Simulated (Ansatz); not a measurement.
From formation energies to a reaction energy: Na2H

Computed with DFT PBE, scalar-relativistic, plane waves, PAW in Ansatz 0.2.0. All cells share a 420 eV cutoff and Γ-centred k meshes spaced at most about 0.3 Å⁻¹ (about 0.25 or finer for metals, 2π included). No spin polarisation.

Energies over the elements count from the elements' standard structures at the same level (H₂ as a molecule), with no fitted energy shifts.

These are static total energies at zero pressure. With hydrogen, zero-point motion can shift formation energies by some tens of meV/atom.

A trial structure of Na2H (reached from: 6-connected net, two elements spread over the vertices, changed on relaxing; relaxed: space group P4/mmm (No. 123), a = 4.655 Å, c = 3.492 Å) has a formation energy of 0.125 eV/atom. At its composition the lowest mixture among the elements and 1 reference phase computed alike (others may be missing) consists of these:

```tsv
phase	source	ΔE_f (eV/atom)
Na (solid)	element	-0.001
NaH (Fm-3m)	COD	-0.196
```

The lowest database cell of Na (-0.001) lies slightly below the reference, hence the non-zero entry.

Problem. Write the balanced decomposition and find its energy per atom, per formula unit and per mole of formula units.

Solution. Balancing Na and H gives Na2H → Na + NaH. The left side holds 3 atoms, and the products take 1/3 (Na) and 2/3 (NaH) of them. The mixture therefore lies at 1/3 × (-0.001) + 2/3 × (-0.196) = -0.131 eV/atom. The reaction energy is -0.131 − (0.125) = -0.256 eV/atom. Times 3 atoms that is -0.768 eV per Na2H, and times 96.485 it is -74 kJ per mole of Na2H. Decomposition is downhill, so the trial structure is unstable against this mixture.
